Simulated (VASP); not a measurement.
A run of VASP 6.6.1 is set up as follows.

INCAR

```
SYSTEM = CF4
ALGO = Normal ; EDIFF = 1E-6
ENCUT = 520 ; GGA = PE
ISIF = 2 ; ISMEAR = -1
IVDW = 12 ; LASPH = .TRUE.
LCHARG = .FALSE. ; LREAL = Auto
LWAVE = .FALSE. ; NBANDS = 154
NELM = 100 ; PREC = Accurate
SIGMA = 0.05
```

Contents of KPOINTS:

```
k-points
0
G
  1 1 1
  0 0 0
```

File POSCAR:

```
CF4
1.0
    8.9958830000      0.0000000000      0.0000000000
    0.0000000000      8.9958830000      0.0000000000
    0.0000000000      0.0000000000      8.9958830000
C F
8 32
Direct
    0.2880873395      0.5541868430      0.1889308698
    0.7863263673      0.6889040242      0.5518079770
    0.4001719453      1.0141639237      0.8938422165
    0.7841253605      0.6421826518      0.0702321273
    0.4076642615      0.5134348679      0.6520871825
    0.9010455116      0.2461681638      0.9053919443
   -0.0518570551      0.0971777868      0.3929908826
    0.4650349499      1.0679551968      0.4247053902
    0.3435571583      0.6077891409      0.3120649746
    0.1978127105      0.4434917617      0.2257699439
    0.2213901626      0.6646151356      0.1232119182
    0.4012613325      0.5048086997      0.0908193226
    0.8798913903      0.7457633675      0.6500640348
    0.7612371126      0.5469390831      0.5764970487
    0.6627031499      0.7699299780      0.5629686380
    0.8566251918      0.6984639529      0.4152788559
    0.4917138206      0.9836499652      1.0107957162
    0.2555724658      1.0385639742      0.9451768103
    0.4696370551      1.1267598745      0.8261112333
    0.3781841093      0.8935309630      0.8136499774
    0.7341358264      0.5389576543      0.1645641679
    0.8630281208      0.5873686885     -0.0415968060
    0.6611913472      0.7174281835      0.0269678919
    0.8625834729      0.7472195892      0.1397305856
    0.5096998260      0.5899031813      0.7239422745
    0.3422454472      0.4086869516      0.7340024320
    0.2996037187      0.6122467355      0.6077891409
    0.4745059490      0.4515621201      0.5290086587
    0.9971116788      0.3167337770      0.8189412868
    0.9040802331      0.0939207413      0.8973882831
    0.9487895741      0.2755149217      1.0427547802
    0.7695409111      0.2961243493      0.8739775740
    0.0360164755      0.2092179278      0.4541633100
   -0.1152527217      0.0262786877      0.4932478557
   -0.1513025458      0.1670208472      0.3041168944
    0.0363388452      0.0077591049      0.3136101259
    0.5812881292      1.1301947791      0.4992394854
    0.3559517170      1.0244352889      0.5170587479
    0.4207702568      1.1779054930      0.3337193247
    0.5193042195      0.9543143236      0.3596756427
```

Potentials or basis: VASP PAW PBE potentials, release 64 (C, F).

Run with:

```sh
$ cat potpaw_PBE.64/C/POTCAR potpaw_PBE.64/F/POTCAR > POTCAR
$ mpirun -np 1 vasp_gam > vasp.out
```

(1) Estimate the band gap on the k mesh.

(2) What does it give for the pressure?

(3) Predict the dispersion energy per atom.

(4) Predict the largest force.

Answers

(1) 8.47 eV, direct.

(2) 1.5 GPa.

(3) -0.029 eV.

(4) 4.860 eV/Å.

Caveat: the standard files for N, O and F lose accuracy on very short bonds.
